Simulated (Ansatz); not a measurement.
SnO2:

```
Sn O
1.0
     3.02327    0.00000    0.00000
     0.00000    4.96468    0.00000
     0.00000    0.00000    5.97696
Sn O
1 2
Direct
  0.50000 0.50000 0.00000
  0.00000 0.50000 0.77572
  0.00000 0.50000 0.22428
```

The cell was built by a generator and needn't be a form met in nature.

| Item | Value |
| --- | --- |
| Program | Ansatz 0.2.0 |
| Task | relaxation of cell and atoms |
| Functional | PBE |
| Potentials or basis | all-electron LAPW, scalar-relativistic |
| Basis error allowed | 0.002 eV/atom |
| k mesh | 7 × 5 × 4 |
| Occupations | fermi-dirac, width 0.05 eV |
| Spin | no spin polarisation |

At the start: volume 29.90 Å³/atom.

**Question.** How do energy, volume and symmetry change on relaxing?

**Answer.** Over 37 steps the energy falls by 34.6 meV/atom and the volume is 166.82 Å³/atom (+457.8 %); space group Pmmm (No. 47, to 0.05 Å).

The path:
```tsv
step	energy change (eV)	largest force (eV/Å)	volume (Å³)
1	0.0000	0.0060	89.71
2	-0.0065	0.0617	92.46
3	-0.0241	0.0325	100.70
4	-0.0358	0.0493	108.31
5	-0.0450	0.0122	115.95
6	-0.0523	0.0516	123.96
7	-0.0576	0.1245	132.03
8	-0.0628	0.1430	140.52
9	-0.0679	0.0284	148.31
10	-0.0717	0.0321	157.64
11	-0.0755	0.0369	166.04
12	-0.0786	0.0103	175.39
13	-0.0813	0.0331	184.98
14	-0.0838	0.0175	194.96
15	-0.0859	0.0217	205.07
16	-0.0879	0.0008	215.56
17	-0.0895	0.0459	226.68
18	-0.0910	0.0282	237.36
19	-0.0925	0.0416	249.47
20	-0.0939	0.0353	261.23
21	-0.0951	0.0094	273.47
22	-0.0961	0.0302	285.87
23	-0.0970	0.0041	298.96
24	-0.0979	0.0317	312.31
25	-0.0987	0.0096	326.11
26	-0.0992	0.0496	340.86
27	-0.1000	0.0366	354.45
28	-0.1007	0.0121	369.40
29	-0.1011	0.0270	384.59
30	-0.1017	0.0025	400.15
31	-0.1021	0.0375	416.06
32	-0.1025	0.0131	432.39
33	-0.1029	0.0207	448.96
34	-0.1032	0.0069	465.60
35	-0.1035	0.0201	483.12
36	-0.1038	0.0038	500.45
37	-0.1038	0.0040	500.45
```

Final structure:
```xyz
3
Lattice="3.0252 0.0000 0.0000 0.0000 13.2832 0.0000 0.0000 0.0000 12.4541" Properties=species:S:1:pos:R:3 pbc="T T T"
Sn    1.5126    6.6416    0.0000
O     0.0000    6.6416   11.1133
O     0.0000    6.6416    1.3408
```

Caveat: the volume moved by over 15 % at a fixed basis, so the end points are rough.
